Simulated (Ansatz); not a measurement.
## The 3-layer blue phosphorene (AB) between two gates

Aim: screening and gap of the neutral 3-layer blue phosphorene (AB) between oppositely charged gates.

Calculated with Ansatz 0.2.0; plane-wave DFT, PBE-D3(BJ), Ansatz PAW.

## (1) The starting structure

The cell holds 6 atoms: 6 P. Its edges and angles: a = 3.280 Å, b = 3.280 Å, c = 51.220 Å, α = 90.0°, β = 90.0°, γ = 120.0°. Regions: layer 1: blue phosphorene, 2 atoms (2 P); layer 2: blue phosphorene, 2 atoms (2 P); layer 3: blue phosphorene, 2 atoms (2 P). Vacuum lies along c.

## (2) Relaxation

The starting cell is a guess, so the in-plane lattice and the atoms are relaxed first, with the slab cut off from its images along the normal.

File input.yaml:

```yaml
crystal:
  lattice:
    - [3.28, 0.0, 0.0]
    - [-1.64, 2.8405633244, 0.0]
    - [0.0, 0.0, 51.2200000002]
  atoms:
    - { symbol: P, position: [0.6666666667, 0.3333333333, 0.4012104647] }
    - { symbol: P, position: [0.3333333333, 0.6666666667, 0.4254197579] }
    - { symbol: P, position: [0.0, 0.0, 0.4878953534] }
    - { symbol: P, position: [0.6666666667, 0.3333333333, 0.5121046466] }
    - { symbol: P, position: [0.6666666667, 0.3333333333, 0.5745802421] }
    - { symbol: P, position: [0.3333333333, 0.6666666667, 0.5987895353] }
  periodic: [true, true, false]
kpoints:
  mp_grid: { grid: [12, 12, 1] }
hamiltonian:
  xc: pbe
  dispersion: d3bj
scf:
  occupations: { method: fermi_dirac, width: 0.05 }
  convergence: { dr2_threshold: 1.0e-09 }
relax:
  f_tol: 0.004
  max_steps: 90
  cell: {}
output:
  write_potential: true
  write_density: true
  volumetric_format: npy
```

Run with:

```console
$ ansatz run input.yaml --threads 4 --pin off --max-ram 6144MiB --backend cpu --events-out ev --progress --plain --runs-dir out
```

Numbers of over 12 decimals in the logs are rounded to 6 here.

Log:

```text
Warning: relax.cell: scf.convergence.dr2_threshold = 1e-9 eV is looser than the 1.48216071421e-10 eV advised for a relaxation that steers and ends on the stress (1e-10 eV for each atom of the cell: 6, times the square of relax.cell.stress_2d_tol = 0.05 N/m over 20.1 Å (the atoms' height at the walk's start and 5 Å past either face), 2.485e-2 GPa, over a crystal's default 0.05). What an SCF threshold leaves in a stress goes as its square root, and in the free energy as the threshold itself, and one threshold admits the most on a small cell: [figures from the program's tests cut] Set scf.convergence.dr2_threshold to 1.48216071421e-10 eV or tighter. [rest of the remark cut]
Engine: ansatz 0.2.0, aarch64-unknown-linux-gnu
Pseudopotentials: kind: paw
Pseudopotential: P, paw, valence charge 5, recommended cutoff 420 eV (normal), P.paw.azcp
Functional definition: PBE
  parameter kappa = 0.804
  parameter beta = 0.066725
  exchange = pbe_x(kappa = kappa, mu = beta*pi^2/3)
  correlation = pbe_c(beta = beta)
Crystal: 6 atoms, lattice volume = 477.219 Å³
Basis set: ecut = 420 eV, 9507 PW (Γ), exchange–correlation on 48×48×720 points (8 copies of the dense FFT grid, shifted against one another)
Bands: 21, of which v1, the nominal top of the filled ones, is band 15 counted from 1 (14 counted from 0)
Symmetry: 6 space group operations
Space group: P3m1 (ITA 156), of the structure as read, at distance tolerance 7.8e-5 Å
k-points: 19 of 144 (time reversal used)
Non-local potential: P, projectors of the file, l = 0: 2, l = 1: 2, l = 2: 2
PAW form: soft (Blöchl's): semilocal exchange-correlation on the pseudo side does not see the compensation charge
PAW one-centre angular grid: P, 110 points (default); XC on 64 Gauss nodes
Initial density: superposition of atomic densities (neutral atoms: chi_scale 0, normalization atom), corrected by the library's trained network
Initial wavefunctions: pseudopotential atomic-orbital guess
Functional: x = pbe(κ = 0.804, μ = 0.219515), c = pbe(β = 0.066725)
SCF iter   1: F=—  HF=-4535.399099 eV  |F-HF|=—  |Δ(HF+E_count)|=         —  Δρ=1.28e-3  dr2=3.57e-2  ethr=1.77e-3  ⟨swp⟩=13.4  Hψ=3813  notcnv=0
preconditioner: auto → LDOS  [insulator: Δε(μ)=0.404 eV  Ē_g=8.744 eV  σ=0.050 eV  W_gap=0.96  n_scr=28 (ndim 8)  ℏωp=9.3 eV  f_vac=0.717  D(μ)=0.12/eV (n_scr^D=2)  ε∞_Penn≈2.1  β→1.0]
SCF iter   2: F=—  HF=-4535.407402 eV  |F-HF|=—  |Δ(HF+E_count)|=   8.30e-3  Δρ=1.39e-3  dr2=8.81e-2  ethr=1.19e-4  ⟨swp⟩=4.6  Hψ=1183  notcnv=0  defer=9
SCF iter   3: F=—  HF=-4535.398113 eV  |F-HF|=—  |Δ(HF+E_count)|=   9.29e-3  Δρ=7.49e-4  dr2=1.88e-2  ethr=1.19e-4  ⟨swp⟩=3.8  Hψ=869  notcnv=0  defer=9
SCF iter   4: F=—  HF=-4535.395696 eV  |F-HF|=—  |Δ(HF+E_count)|=   2.42e-3  Δρ=1.64e-4  dr2=1.06e-3  ethr=6.27e-5  ⟨swp⟩=2.3  Hψ=569  notcnv=0  defer=9
SCF iter   5: F=—  HF=-4535.395604 eV  |F-HF|=—  |Δ(HF+E_count)|=   9.20e-5  Δρ=5.87e-5  dr2=1.50e-4  ethr=3.54e-6  ⟨swp⟩=2.9  Hψ=749  notcnv=0  defer=9
SCF iter   6: F=—  HF=-4535.395591 eV  |F-HF|=—  |Δ(HF+E_count)|=   1.29e-5  Δρ=1.64e-5  dr2=1.41e-5  ethr=5.01e-7  ⟨swp⟩=2.7  Hψ=630  notcnv=0  defer=9
SCF iter   7: F=—  HF=-4535.395589 eV  |F-HF|=—  |Δ(HF+E_count)|=   2.23e-6  Δρ=7.55e-6  dr2=1.90e-6  ethr=4.70e-8  ⟨swp⟩=2.7  Hψ=686  notcnv=0  defer=9
SCF iter   8: F=—  HF=-4535.395541 eV  |F-HF|=—  |Δ(HF+E_count)|=   4.78e-5  Δρ=3.45e-6  dr2=1.22e-6  ethr=6.34e-9  ⟨swp⟩=2.9  Hψ=716  notcnv=0  defer=7
SCF iter   9: F=—  HF=-4535.395541 eV  |F-HF|=—  |Δ(HF+E_count)|=   9.79e-8  Δρ=1.18e-6  dr2=9.49e-8  ethr=4.07e-9  ⟨swp⟩=2.1  Hψ=450  notcnv=0  defer=7
SCF iter  10: F=—  HF=-4535.395541 eV  |F-HF|=—  |Δ(HF+E_count)|=   3.13e-9  Δρ=6.55e-7  dr2=5.97e-9  ethr=3.16e-10  ⟨swp⟩=2.8  Hψ=675  notcnv=0  defer=7
SCF iter  11: F=-4535.395541 eV  HF=-4535.395541 eV  |F-HF|=3.91e-11  |Δ(HF+E_count)|=   2.65e-9  Δρ=1.88e-7  dr2=7.23e-10  ethr=3.33e-12  ⟨swp⟩=9.9  Hψ=3640  notcnv=0
SCF 1 converged in 11 iterations: F = -4535.395541 eV  dr2 = 7.23e-10
  greatest PAW one-centre occupation: 0.821 electrons in one spin orbital (limit 2), on the P atom at site 4 (counted from 0), in its partial waves of l = 0
relax step   1: F+E_penalty+E_count = -4535.39554133 eV  Δ(F+E_penalty+E_count) = +0.000e0 eV  max|allowed force component| = 3.995e-1 eV/Å  Δτ_max = 0.0000 Å  P = -1.787 N/m  Ω = 477.219 Å³  fix = [c, alpha, beta]  reactions: c -0.000 N/m  (11 SCF iters, accepted)
Crystal: 6 atoms, lattice volume = 473.618 Å³
Basis set: ecut = 420 eV, 9447 PW (Γ), exchange–correlation on 48×48×720 points (8 copies of the dense FFT grid, shifted against one another)
Initial density: handed on by an earlier stage of this run
Initial wavefunctions: those handed on with the density
iter 1 solved again at ethr=3.30e-4 eV; its pass at ethr=3.10e-3 eV (dr2=9.90e-2 eV) is discarded
SCF iter   1: F=—  HF=-4535.488447 eV  |F-HF|=—  |Δ(HF+E_count)|=         —  Δρ=6.23e-3  dr2=1.00e-1  ethr=3.30e-4  ⟨swp⟩=2.4  Hψ=4294  notcnv=0  defer=1
preconditioner: auto → Resta (q_TF=auto, 1.723 Å⁻¹)  ε∞=2.1  [insulator: Δε(μ)=0.580 eV  Ē_g=8.792 eV  σ=0.050 eV  W_gap=0.99  n_scr=28 (ndim 8)  ℏωp=9.3 eV  f_vac=0.710  D(μ)=0.02/eV (n_scr^D=0)  ε∞_Penn≈2.1  vacuum switching on, ρ_ref=5.6e-3 e/Å³]
SCF iter   2: F=—  HF=-4535.485432 eV  |F-HF|=—  |Δ(HF+E_count)|=   3.02e-3  Δρ=3.17e-3  dr2=3.17e-2  ethr=3.30e-4  ⟨swp⟩=2.7  Hψ=624  notcnv=0
SCF iter   3: F=—  HF=-4535.491322 eV  |F-HF|=—  |Δ(HF+E_count)|=   5.89e-3  Δρ=1.50e-3  dr2=5.16e-2  ethr=1.06e-4  ⟨swp⟩=4.2  Hψ=909  notcnv=0  defer=2
SCF iter   4: F=—  HF=-4535.486363 eV  |F-HF|=—  |Δ(HF+E_count)|=   4.96e-3  Δρ=2.86e-4  dr2=2.53e-3  ethr=1.06e-4  ⟨swp⟩=2.7  Hψ=680  notcnv=0  defer=4
SCF iter   5: F=—  HF=-4535.486165 eV  |F-HF|=—  |Δ(HF+E_count)|=   1.98e-4  Δρ=1.86e-4  dr2=3.62e-4  ethr=8.43e-6  ⟨swp⟩=2.8  Hψ=798  notcnv=0  defer=3
SCF iter   6: F=—  HF=-4535.486193 eV  |F-HF|=—  |Δ(HF+E_count)|=   2.80e-5  Δρ=7.08e-5  dr2=9.03e-5  ethr=1.21e-6  ⟨swp⟩=2.8  Hψ=787  notcnv=0  defer=1
SCF iter   7: F=—  HF=-4535.486184 eV  |F-HF|=—  |Δ(HF+E_count)|=   8.42e-6  Δρ=3.84e-5  dr2=2.34e-5  ethr=3.01e-7  ⟨swp⟩=2.4  Hψ=596  notcnv=0  defer=1
SCF iter   8: F=—  HF=-4535.486182 eV  |F-HF|=—  |Δ(HF+E_count)|=   2.65e-6  Δρ=1.20e-5  dr2=1.25e-6  ethr=7.78e-8  ⟨swp⟩=2.7  Hψ=694  notcnv=0  defer=1
SCF iter   9: F=—  HF=-4535.486137 eV  |F-HF|=—  |Δ(HF+E_count)|=   4.50e-5  Δρ=2.98e-6  dr2=4.97e-8  ethr=4.15e-9  ⟨swp⟩=2.9  Hψ=804  notcnv=0  defer=1
SCF iter  10: F=—  HF=-4535.486137 eV  |F-HF|=—  |Δ(HF+E_count)|=   1.08e-7  Δρ=7.29e-7  dr2=3.77e-9  ethr=1.66e-10  ⟨swp⟩=3.2  Hψ=868  notcnv=0  defer=1
[...]
SCF iter   5: F=—  HF=-4535.498768 eV  |F-HF|=—  |Δ(HF+E_count)|=   6.08e-5  Δρ=1.22e-4  dr2=7.16e-4  ethr=1.04e-6  ⟨swp⟩=3.3  Hψ=852  notcnv=0  defer=2
SCF iter   6: F=—  HF=-4535.498695 eV  |F-HF|=—  |Δ(HF+E_count)|=   7.24e-5  Δρ=2.16e-5  dr2=1.10e-5  ethr=1.04e-6  ⟨swp⟩=2.2  Hψ=585  notcnv=0
SCF iter   7: F=—  HF=-4535.498693 eV  |F-HF|=—  |Δ(HF+E_count)|=   2.51e-6  Δρ=1.58e-5  dr2=8.10e-6  ethr=3.66e-8  ⟨swp⟩=2.9  Hψ=795  notcnv=0
SCF iter   8: F=—  HF=-4535.498691 eV  |F-HF|=—  |Δ(HF+E_count)|=   1.45e-6  Δρ=6.24e-6  dr2=1.88e-7  ethr=2.70e-8  ⟨swp⟩=2.5  Hψ=560  notcnv=0
SCF iter   9: F=—  HF=-4535.498643 eV  |F-HF|=—  |Δ(HF+E_count)|=   4.83e-5  Δρ=1.98e-6  dr2=4.45e-8  ethr=6.28e-10  ⟨swp⟩=3.1  Hψ=890  notcnv=0
SCF iter  10: F=—  HF=-4535.498643 eV  |F-HF|=—  |Δ(HF+E_count)|=  6.96e-10  Δρ=4.17e-7  dr2=1.64e-9  ethr=1.48e-10  ⟨swp⟩=3.0  Hψ=837  notcnv=0
SCF iter  11: F=-4535.498643 eV  HF=-4535.498643 eV  |F-HF|=3.37e-11  |Δ(HF+E_count)|=   1.30e-9  Δρ=6.95e-8  dr2=3.45e-11  ethr=3.33e-12  ⟨swp⟩=11.4  Hψ=3174  notcnv=0
SCF 3 converged in 11 iterations: F = -4535.498643 eV  dr2 = 3.45e-11
relax step   3: F+E_penalty+E_count = -4535.49864299 eV  Δ(F+E_penalty+E_count) = -1.251e-2 eV  max|allowed force component| = 1.490e-1 eV/Å  Δτ_max = 0.1428 Å  P = +0.265 N/m  Ω = 469.859 Å³  energy of the carried Pulay correction = +2.408e-4 eV  fix = [c, alpha, beta]  reactions: c +0.000 N/m  (11 SCF iters, accepted)
[...]
relax step   4: F+E_penalty+E_count = -4535.50640239 eV  Δ(F+E_penalty+E_count) = -7.759e-3 eV  max|allowed force component| = 1.146e-1 eV/Å  Δτ_max = 0.1958 Å  P = -0.357 N/m  Ω = 471.435 Å³  energy of the carried Pulay correction = +1.889e-4 eV  fix = [c, alpha, beta]  reactions: c -0.000 N/m  (11 SCF iters, accepted)
[...]
relax step   5: F+E_penalty+E_count = -4535.50786668 eV  Δ(F+E_penalty+E_count) = -1.464e-3 eV  max|allowed force component| = 1.006e-2 eV/Å  Δτ_max = 0.0225 Å  P = +0.052 N/m  Ω = 469.283 Å³  energy of the carried Pulay correction = +2.597e-4 eV  fix = [c, alpha, beta]  reactions: c +0.000 N/m  (10 SCF iters, accepted)
[...]
relax step   6: F+E_penalty+E_count = -4535.50789213 eV  Δ(F+E_penalty+E_count) = -2.546e-5 eV  max|allowed force component| = 1.985e-3 eV/Å  Δτ_max = 0.0068 Å  P = +0.007 N/m  Ω = 469.509 Å³  energy of the carried Pulay correction = +2.523e-4 eV  fix = [c, alpha, beta]  reactions: c +0.000 N/m  (9 SCF iters, accepted)
Initial wavefunctions: pseudopotential atomic-orbital guess (no wavefunctions were taken with the density)
iter 1 solved again at ethr=1.72e-7 eV; its pass at ethr=3.10e-3 eV (dr2=5.16e-5 eV) is discarded
SCF iter   1: F=—  HF=-4535.507728 eV  |F-HF|=—  |Δ(HF+E_count)|=         —  Δρ=5.83e-6  dr2=1.53e-8  ethr=1.72e-7  ⟨swp⟩=5.8  Hψ=5838  notcnv=0
eigensolver tolerance schedule: the retry pair's looser diagonalisation over-reported the residual by 3381.58 of it (diagonalisation noise at 0.23 of the residual, at the tolerance the schedule requests for it); recorded, not acted on — ethr = c·dr2/N_el stays at c = 1.0e-1
SCF iter   2: F=—  HF=-4535.507681 eV  |F-HF|=—  |Δ(HF+E_count)|=   4.61e-5  Δρ=2.95e-6  dr2=3.80e-9  ethr=5.09e-11  ⟨swp⟩=5.1  Hψ=1394  notcnv=0
SCF iter   3: F=—  HF=-4535.507682 eV  |F-HF|=—  |Δ(HF+E_count)|=   4.32e-8  Δρ=4.52e-7  dr2=3.34e-9  ethr=3.33e-12  ⟨swp⟩=15.7  Hψ=3799  notcnv=0
SCF iter   4: F=-4535.507682 eV  HF=-4535.507682 eV  |F-HF|=5.13e-10  |Δ(HF+E_count)|=  1.45e-10  Δρ=1.90e-7  dr2=6.32e-10  ethr=3.33e-12  ⟨swp⟩=8.4  Hψ=2824  notcnv=0
SCF 7 converged in 4 iterations: F = -4535.507682 eV  dr2 = 6.32e-10
relax step   7: F+E_penalty+E_count = -4535.50768152 eV  Δ(F+E_penalty+E_count) = +2.106e-4 eV  max|allowed force component| = 1.940e-3 eV/Å  Δτ_max = 0.0000 Å  P = -0.000 N/m  Ω = 469.509 Å³  fix = [c, alpha, beta]  reactions: c -0.000 N/m  stress off target by 4.80e-4 N/m on what of the cell is left free  SCF on the basis re-selected at this cell (its energy is not comparable with the rows above)  (4 SCF iters)
basis re-selected at this cell: Δ(F+E_penalty+E_count) = +2.106e-4 eV, ΔP = -0.008 N/m vs the last step (what re-selecting the basis moved, of the pressure what is left beyond the Pulay correction that the steps carried, after the strain that the cell walked since its last selection, with what the two solves' SCF thresholds leave and, on support functions, any second-order correction that the steps lacked; it is no m [...]
WARN: The output density's exchange-correlation potential varies sharply where the density is thin. Do not read a vacuum level from v_tot or v_xc, or from such a field of the output density. On a cell that repeats whose density bears no net charge and no dipole along the vacuum's axis use v_es (v_loc + v_h of the components); under efield.dipole_correction with no amplitude use v_es + v_field, which holds any externa [...]
SCF converged after 4 iterations
Free energy (F): -4535.507682 eV
Harris-Foulkes:  -4535.507682 eV  (|F-HF|=5.13e-10)
Internal energy: -4535.507673 eV  (E = F + TS)
E sigma→0 (E₀):  -4535.507677 eV
Entropy (-TS):   -0.000009 eV (-0.001 meV/atom)
Fermi energy:    -4.956558 eV
--- Per-component energies (eV) ---
  E_band       = -342.719786
  E_kinetic    = 418.468668
  E_local      = -73057.008570  (includes V_loc(G=0)·N_el)
  E_nonlocal   = 204.238276
  E_hartree    = 36249.117696
  E_xc         = -366.607696
  E_vxc        = -361.374280  (∫ρ·V_xc dr)
  E_paw        = -3416.091791  (= ΣΔE_a)
  E_vpaw       = -45.277312  (= ΣTr[D̂ρ^β])
  E_aug_tail   = 0.000020  (compensation charges beyond the density's cutoff)
  E_ewald      = 35434.018536
  E_disp       = -1.642811  (pairwise vdW)
  E_smearing   = -0.000009  (= −TS)
  E_closure    = 0.000000  (closes the sum)
  Σ components = -4535.507682   (vs F -4535.507682, Δ=0.00e0)
--- Forces (eV/Å), atoms counted from 1 ---
  atom   1  P      0.00000000    -0.00000000    -0.00101828
  atom   2  P      0.00000000     0.00000000     0.00154933
  atom   3  P      0.00000000    -0.00000000    -0.00006254
  atom   4  P      0.00000000     0.00000000    -0.00193979
  atom   5  P      0.00000000    -0.00000000     0.00182289
  atom   6  P      0.00000000     0.00000000    -0.00034862
  max |Σ_I F_I| component: 3.00e-6 eV/Å
--- 2D stress c σ (N/m, compression-positive) ---
       -0.000480      -0.000000      -0.000000
        0.000000      -0.000480      -0.000000
       -0.000000      -0.000000      -0.000000
  P = ½ c Tr σ = -0.0005 N/m
--- Band table (eV; the first three rows and the last of 19) ---
  k-point 0: bands = [... 11 lower, -6.2330, -6.2144, -6.2144, -5.6018, -2.2558, -2.2558, -2.2285, -2.1890, ... 2 higher]
  k-point 1: bands = [... 11 lower, -6.5069, -6.4827, -6.4707, -5.5566, -2.5597, -2.4950, -2.4575, -1.9342, ... 2 higher]
  k-point 2: bands = [... 11 lower, -7.0303, -7.0211, -6.3764, -5.4935, -3.2387, -3.1764, -3.1393, -1.3089, ... 2 higher]
  k-point 18: bands = [... 11 lower, -8.0091, -7.9437, -7.9254, -7.6654, -4.1092, -4.0969, -4.0392, -1.4295, ... 2 higher]
  the weakly bound empty levels are not read free of the cell's end (no_gap_told)
--- Relaxed structure (6 steps of the walk, 6 accepted, 1 SCFs on fresh bases) ---
  F+E_penalty+E_count = -4535.50768152 eV   max|allowed force component| = 1.940e-3 eV/Å   (the final SCF, on the basis selected at the relaxed cell)
  cell:  # Å, volume = 469.5091 Å³
    - [3.253396, 0, 0]
    - [-1.626698, 2.817524, 0]
    - [0, 0, 51.2200000002]
  atoms:
    - { symbol: P, position: [0.666667, 0.333333, 0.395297] }
    - { symbol: P, position: [0.333333, 0.666667, 0.419578] }
    - { symbol: P, position: [-3.1628277472022645e-17, -1.8503717076816653e-17, 0.484420] }
    - { symbol: P, position: [0.666667, 0.333333, 0.508701] }
    - { symbol: P, position: [0.666667, 0.333333, 0.583841] }
    - { symbol: P, position: [0.333333, 0.666667, 0.608163] }
```

Run time: 40 s. Hardware: 4 threads of Arm Neoverse V1, shared host; peak memory 0.77 GiB.

Step by step:

| step | energy less that of the first step (eV) | largest force component (eV/Å) | volume (Å³) |
| --- | --- | --- | --- |
| 1 | 0.0000 | 0.3995 | 477.22 |
| 2 | -0.0906 | 0.1550 | 473.62 |
| 3 | -0.1031 | 0.1490 | 469.86 |
| 4 | -0.1109 | 0.1146 | 471.44 |
| 5 | -0.1123 | 0.0101 | 469.28 |
| 6 | -0.1124 | 0.0020 | 469.51 |
| 7* | -0.1121 | 0.0019 | 469.51 |

Relaxation steps marked * repeat the geometry before them on a plane-wave basis chosen anew for their cell, so energy and pressure can jump there.

Forces are held to the 6 operations that the run works with; a distortion that breaks them can't arise in this run.

| cell as run | before | after | change |
| --- | --- | --- | --- |
| a (Å) | 3.280 | 3.253 | -0.8 % |
| b (Å) | 3.280 | 3.253 | -0.8 % |

The atoms that moved most (Å, along periodic axes as changes of fractional coordinates times the final cell, across vacuum about the mean position):

| atom | dx | dy | dz | length |
| --- | --- | --- | --- | --- |
| P6 | 0.000 | 0.000 | 0.480 | 0.480 |
| P5 | 0.000 | 0.000 | 0.474 | 0.474 |
| P1 | 0.000 | 0.000 | -0.303 | 0.303 |
| P2 | 0.000 | 0.000 | -0.299 | 0.299 |
| P3 | 0.000 | 0.000 | -0.178 | 0.178 |
| P4 | 0.000 | 0.000 | -0.174 | 0.174 |

Final coordinates:

```xyz
6
Lattice="3.2534 0.0000 0.0000 -1.6267 2.8175 0.0000 0.0000 0.0000 51.2200" Properties=species:S:1:pos:R:3
P     1.6267    0.9392   20.2471
P     0.0000    1.8783   21.4908
P     0.0000    0.0000   24.8120
P     1.6267    0.9392   26.0556
P     1.6267    0.9392   29.9043
P     0.0000    1.8783   31.1501
```

The lattice constant a goes from 3.280 to 3.253 Å.

(Part 1 of 3 ends here.)

[Logs are printed without paths, hosts, clocks, repeated set-up lines and the standing remarks that a program may print on its own settings, such as how far it seeks lower states.]

[Hosts, paths, dates, database ids (printed as entryN), source tags and the programs' standing remarks are cut or masked in the printed files.]

[Maps of the electrostatic potential energy from Ansatz leave out the sawtooth potential of an applied field or a dipole correction, so their vacuum need not be flat; planar profiles and work functions include it.]
